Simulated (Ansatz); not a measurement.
# SnO: how the settings move a single-point run

How sensitive is a single-point run of SnO to its settings? A reference run comes first, then three runs with altered input. The cell is built on a prototype (zincblende) and needn't be the phase found in nature.

Method: reference: DFT, r2SCAN, plane waves, PAW, in Ansatz 0.2.0.

3 further runs of the same task are left out: 3 that didn't finish.

## 1. Starting point

It takes space group F-43m (No. 216, cubic). The conventional cell has a = 5.416 Å, b = 5.416 Å, c = 5.416 Å, α = 90.00°, β = 90.00°, γ = 90.00°. Around Sn (site symmetry -43m) lie 4 O at 2.35 Å. Around O (site symmetry -43m) lie 4 Sn at 2.35 Å.

Structure file:

```xyz
2
Lattice="0.0000 2.7082 2.7082 2.7082 0.0000 2.7082 2.7082 2.7082 0.0000" Properties=species:S:1:pos:R:3 pbc="T T T"
Sn    0.0000    0.0000    0.0000
O     1.3541    1.3541    1.3541
```

## 2. The reference run

Input file input.yaml:

```yaml
crystal:
  lattice:
    - [0.0, 2.7082147176, 2.7082147176]
    - [2.7082147176, 0.0, 2.7082147176]
    - [2.7082147176, 2.7082147176, 0.0]
  atoms:
    - { symbol: Sn, position: [0.0, 0.0, 0.0] }
    - { symbol: O, position: [0.25, 0.25, 0.25] }
kpoints:
  mp_grid: { grid: [6, 6, 6] }
hamiltonian:
  xc: r2scan
scf:
  occupations: { method: fermi_dirac, width: 0.02 }
  n_extra_bands: 4
output:
  forces: true
  stress: true
  eigenvalues: true
```

Started as:

```bash
ansatz run input.yaml --threads 4 --pin off --max-ram 3686MiB --backend cpu --events-out ev --progress --plain --runs-dir out
```

From the output:

```text
[...]
Basis set: ecut = 500 eV, 965 PW (Γ), exchange–correlation on 120×120×120 points (64 copies of the dense FFT grid, shifted against one another)
[...]
k-points: 16 of 216 (time reversal used)
[...]
SCF iter   1: F=—  HF=-6606.045594 eV  |F-HF|=—  |Δ(HF+E_count)|=         —  Δρ=5.68e-3  dr2=7.26e-3  dr2_τ=2.86e-2  ethr=1.77e-3  ⟨swp⟩=5.9  Hψ=1293  notcnv=0
preconditioner: auto → LDOS  [insulator: Δε(μ)=0.631 eV  Ē_g=19.960 eV  σ=0.020 eV  W_gap=0.75  n_scr=14 (ndim 8)  ℏωp=26.3 eV  f_vac=0.026  D(μ)=1.04/eV (n_scr^D=8)  ε∞_Penn≈2.7  β→1.0]
SCF iter   2: F=—  HF=-6606.074384 eV  |F-HF|=—  |Δ(HF+E_count)|=   2.88e-2  Δρ=4.58e-3  dr2=9.94e-3  dr2_τ=2.60e-4  ethr=3.63e-5  ⟨swp⟩=3.0  Hψ=638  notcnv=0
[...]
SCF iter   6: F=—  HF=-6606.071492 eV  |F-HF|=—  |Δ(HF+E_count)|=   6.73e-6  Δρ=2.58e-5  dr2=1.34e-7  dr2_τ=5.08e-9  ethr=5.84e-8  ⟨swp⟩=2.0  Hψ=382  notcnv=0
SCF iter   7: F=-6606.071492 eV  HF=-6606.071492 eV  |F-HF|=8.04e-10  |Δ(HF+E_count)|=   3.51e-8  Δρ=2.83e-6  dr2=1.50e-9  dr2_τ=6.60e-11  ethr=5.00e-10  ⟨swp⟩=6.6  Hψ=1037  notcnv=0
[...]
SCF converged after 7 iterations
Free energy (F): -6606.071492 eV
[...]
E sigma→0 (E₀):  -6606.070866 eV
[...]
Fermi energy:    8.593666 eV
[...]
  P = ⅓ Tr σ = -0.0913 GPa (-0.913 kbar)
[...]
```

Wall time 6.7 s (4 threads of an Arm CPU, shared host); peak memory 0.39 GiB.

## 3. Changed: occupations.method cold, occupations.width 0.05

input.yaml: that of step 2 with these lines changed.

```diff
@@ -13,3 +13,3 @@
 scf:
-  occupations: { method: fermi_dirac, width: 0.02 }
+  occupations: { method: cold, width: 0.05 }
   n_extra_bands: 4
```

Started as:

```bash
ansatz run input.yaml --threads 4 --pin off --max-ram 3686MiB --backend cpu --events-out ev --progress --plain --runs-dir out
```

The program printed (excerpt; [...] marks lines left out):

```text
Warning: RAYON_NUM_THREADS=4 ignored (pool sized by the plan → 4); use --threads N
scf.n_extra_bands = 4 over 10 filled bands (N_el = 20.0): the run solves 14 bands
[...]
Pseudopotentials: kind: paw
Pseudopotential: Sn, paw, valence charge 14, recommended cutoff 500 eV (meta_gga), Sn.paw.azcp
Pseudopotential: O, paw, valence charge 6, recommended cutoff 500 eV (meta_gga), O.paw.azcp
Functional definition: r2SCAN
[...]
Crystal: 2 atoms, lattice volume = 39.726 Å³
Basis set: ecut = 500 eV, 965 PW (Γ), exchange–correlation on 120×120×120 points (64 copies of the dense FFT grid, shifted against one another)
Bands: 14, of which v1, the nominal top of the filled ones, is band 10 counted from 1 (9 counted from 0)
Symmetry: 24 space group operations
Space group: F-43m (ITA 216), of the structure as read, at distance tolerance 3.4e-5 Å
k-points: 16 of 216 (time reversal used)
[...]
SCF iter   1: F=—  HF=-6606.044045 eV  |F-HF|=—  |Δ(HF+E_count)|=         —  Δρ=5.71e-3  dr2=7.18e-3  dr2_τ=2.85e-2  ethr=1.77e-3  ⟨swp⟩=5.5  Hψ=1281  notcnv=0
[...]
SCF iter   7: F=-6606.070727 eV  HF=-6606.070727 eV  |F-HF|=9.85e-9  |Δ(HF+E_count)|=   3.35e-7  S|Δr|=    0.00e0  Δρ=1.84e-5  dr2=8.00e-8  dr2_τ=2.16e-9  ethr=5.00e-10  ⟨swp⟩=4.4  Hψ=1163  notcnv=0
[...]
SCF converged after 7 iterations
Stability not checked: this state was not tested for a lower state beside it, because cold or Methfessel-Paxton smearing, or corrected tetrahedra, fill the levels in a way that the test cannot read (fill_not_monotonic; see scf.lower_state_search)
Free energy (F): -6606.070727 eV
[...]
E sigma→0 (E₀):  -6606.070566 eV
Entropy (-TS):   -0.000485 eV (-0.242 meV/atom)
Fermi energy:    8.595452 eV
[...]
--- Forces (eV/Å), atoms counted from 1 ---
  atom   1  Sn    -0.00000000     0.00000000     0.00000000
  atom   2  O      0.00000000    -0.00000000    -0.00000000
[...]
--- Stress (GPa, compression-positive) ---
       -0.090794       0.000000      -0.000000
        0.000000      -0.090794       0.000000
       -0.000000       0.000000      -0.090794
  P = ⅓ Tr σ = -0.0908 GPa (-0.908 kbar)
--- Band table (eV; the first three rows and the last of 16) ---
  k-point 0: bands = ["-14.0223", "-14.0223", "-14.0223", "-13.9770", "-13.9770", "-11.6362", "2.1086", "4.6099", "4.6099", "4.6099", "13.2621", "13.2621", "13.2621", "18.0843"]
[...]
```

Run time: 11 s. Hardware: 4 threads of an Arm CPU, shared host; peak memory 0.41 GiB.

Changing the smearing leaves the energy as it was (+0.2 meV/atom). Cost: 11 s against 6.7 s.

## 4. Variant: occupations.method gaussian, occupations.width 0.5

input.yaml: that of step 2 with these lines changed.

```diff
@@ -13,3 +13,3 @@
 scf:
-  occupations: { method: fermi_dirac, width: 0.02 }
+  occupations: { method: gaussian, width: 0.5 }
   n_extra_bands: 4
```

Started as:

```bash
ansatz run input.yaml --threads 4 --pin off --max-ram 3686MiB --backend cpu --events-out ev --progress --plain --runs-dir out
```

The program printed (excerpt; [...] marks lines left out):

```text
Warning: RAYON_NUM_THREADS=4 ignored (pool sized by the plan → 4); use --threads N
scf.n_extra_bands = 4 over 10 filled bands (N_el = 20.0): the run solves 14 bands
[...]
[... 4 set-up lines as earlier in the session ...]
[...]
Crystal: 2 atoms, lattice volume = 39.726 Å³
Basis set: ecut = 500 eV, 965 PW (Γ), exchange–correlation on 120×120×120 points (64 copies of the dense FFT grid, shifted against one another)
Bands: 14, of which v1, the nominal top of the filled ones, is band 10 counted from 1 (9 counted from 0)
[... 2 set-up lines as earlier in the session ...]
k-points: 16 of 216 (time reversal used)
[...]
SCF iter   1: F=—  HF=-6606.064859 eV  |F-HF|=—  |Δ(HF+E_count)|=         —  Δρ=5.86e-3  dr2=6.12e-3  dr2_τ=2.68e-2  ethr=1.77e-3  ⟨swp⟩=4.9  Hψ=1118  notcnv=0
[...]
SCF iter   8: F=-6606.091443 eV  HF=-6606.091443 eV  |F-HF|=1.34e-8  |Δ(HF+E_count)|=   4.65e-8  Δρ=6.16e-6  dr2=1.72e-8  dr2_τ=3.30e-10  ethr=5.00e-10  ⟨swp⟩=5.7  Hψ=944  notcnv=0
[...]
SCF converged after 8 iterations
Free energy (F): -6606.091443 eV
[...]
E sigma→0 (E₀):  -6606.066908 eV
Entropy (-TS):   -0.049071 eV (-24.536 meV/atom)
Fermi energy:    8.704406 eV
[...]
--- Forces (eV/Å), atoms counted from 1 ---
  atom   1  Sn    -0.00000000     0.00000000    -0.00000000
  atom   2  O      0.00000000    -0.00000000    -0.00000000
[...]
--- Stress (GPa, compression-positive) ---
       -0.369810      -0.000000       0.000000
        0.000000      -0.369810       0.000000
       -0.000000       0.000000      -0.369810
  P = ⅓ Tr σ = -0.3698 GPa (-3.698 kbar)
--- Band table (eV; the first three rows and the last of 16) ---
  k-point 0: bands = ["-14.0335", "-14.0335", "-14.0335", "-13.9883", "-13.9883", "-11.6620", "2.1008", "4.5848", "4.5848", "4.5848", "13.2585", "13.2585", "13.2585", "18.0827"]
[...]
```

It took 12 s on 4 threads of an Arm CPU, shared host; peak memory 0.41 GiB.

Changing the smearing moves the energy by +2.0 meV/atom (σ→0 values). Cost: 8 SCF cycles against 7, 12 s against 6.7 s.

## 5. Changing settings: xc lda

input.yaml: that of step 2 with these lines changed.

```diff
@@ -11,3 +11,3 @@
 hamiltonian:
-  xc: r2scan
+  xc: lda
 scf:
```

Started as:

```bash
ansatz run input.yaml --threads 4 --pin off --max-ram 3686MiB --backend cpu --events-out ev --progress --plain --runs-dir out
```

The program printed (excerpt; [...] marks lines left out):

```text
Warning: RAYON_NUM_THREADS=4 ignored (pool sized by the plan → 4); use --threads N
scf.n_extra_bands = 4 over 10 filled bands (N_el = 20.0): the run solves 14 bands
[...]
[... 1 set-up line as earlier in the session ...]
Pseudopotential: Sn, paw, valence charge 14, recommended cutoff 420 eV (normal), Sn.paw.azcp
Pseudopotential: O, paw, valence charge 6, recommended cutoff 420 eV (normal), O.paw.azcp
Functional definition: SPW92
[...]
Crystal: 2 atoms, lattice volume = 39.726 Å³
Basis set: ecut = 420 eV, 749 PW (Γ)
Bands: 14, of which v1, the nominal top of the filled ones, is band 10 counted from 1 (9 counted from 0)
[... 2 set-up lines as earlier in the session ...]
k-points: 16 of 216 (time reversal used)
[...]
SCF iter   1: F=—  HF=-6433.863088 eV  |F-HF|=—  |Δ(HF+E_count)|=         —  Δρ=2.12e-2  dr2=1.94e-1  ethr=1.77e-3  ⟨swp⟩=5.9  Hψ=1257  notcnv=0
[...]
SCF iter   7: F=-6433.823308 eV  HF=-6433.823308 eV  |F-HF|=1.36e-10  |Δ(HF+E_count)|=   2.24e-9  Δρ=1.08e-6  dr2=3.05e-10  ethr=4.71e-10  ⟨swp⟩=2.9  Hψ=772  notcnv=0
[...]
SCF converged after 7 iterations
Free energy (F): -6433.823308 eV
[...]
E sigma→0 (E₀):  -6433.822683 eV
Entropy (-TS):   -0.001250 eV (-0.625 meV/atom)
Fermi energy:    8.196535 eV
[...]
--- Forces (eV/Å), atoms counted from 1 ---
  atom   1  Sn    -0.00000000     0.00000000     0.00000000
  atom   2  O      0.00000000    -0.00000000     0.00000000
[...]
--- Stress (GPa, compression-positive) ---
       -3.228374       0.000000       0.000000
       -0.000000      -3.228374       0.000000
       -0.000000       0.000000      -3.228374
  P = ⅓ Tr σ = -3.2284 GPa (-32.284 kbar)
--- Band table (eV; the first three rows and the last of 16) ---
  k-point 0: bands = ["-13.3780", "-13.3780", "-13.3780", "-13.3253", "-13.3253", "-10.4400", "1.9067", "4.5679", "4.5679", "4.5679", "12.5897", "12.5897", "12.5897", "17.1161"]
[...]
```

Wall time 4.3 s (4 threads of an Arm CPU, shared host); peak memory 0.28 GiB.

Total energies don't compare across a change of functional; the pressure goes from -0.1 to -3.2 GPa. At this fixed cell a lower pressure means that this functional prefers a smaller volume than the reference. Cost: 4.3 s against 6.7 s.

## 6. All runs together

| run | ending | energy change | pressure (GPa) | gap (eV) | force (eV/Å) | cycles | time |
| --- | --- | --- | --- | --- | --- | --- | --- |
| reference | converged | 0 | -0.1 | 0.00 | 0.00 | 7 | 6.7 s |
| 1: occupations.method cold, occupations.width 0.05 | converged | +0.2 meV/atom (σ→0) | -0.1 | 0.00 | 0.00 | 7 | 11 s |
| 2: occupations.method gaussian, occupations.width 0.5 | converged | +2.0 meV/atom (σ→0) | -0.4 | 0.00 | 0.00 | 8 | 12 s |
| 3: xc lda | converged | not comparable | -3.2 | 0.00 | 0.00 | 7 | 4.3 s |

Residual by cycle in the longest SCF loop of each run; runs are numbered as in the table. The quantity is the density residual dr2, in eV.

| cycle | reference | run 1 | run 2 | run 3 |
| --- | --- | --- | --- | --- |
| 1 | 0.00726 | 0.00718 | 0.00612 | 0.194 |
| 2 | 0.00994 | 0.0124 | 0.00193 | 0.0145 |
| 3 | 0.0023 | 0.00504 | 0.00643 | 0.00327 |
| 4 | 2.0e-4 | 2.0e-4 | 2.7e-5 | 7.0e-4 |
| 5 | 1.2e-5 | 2.3e-5 | 5.0e-6 | 3.2e-6 |
| 6 | 1.3e-7 | 1.9e-6 | 2.2e-6 | 9.4e-8 |
| 7 | 1.5e-9 | 8.0e-8 | 3.4e-7 | 3.0e-10 |
| 8 | - | - | 1.7e-8 | - |

What this shows: Of the converged runs whose energies compare with the reference's, «occupations.method gaussian, occupations.width 0.5» moves the energy most (+2.0 meV/atom) and «occupations.method cold, occupations.width 0.05» least (+0.2 meV/atom). Semilocal functionals close small gaps, so the missing gap need not be the real solid's. Of the variants the dearest is «occupations.method gaussian, occupations.width 0.5» (12 s), the cheapest «xc lda» (4.3 s), on a shared host.
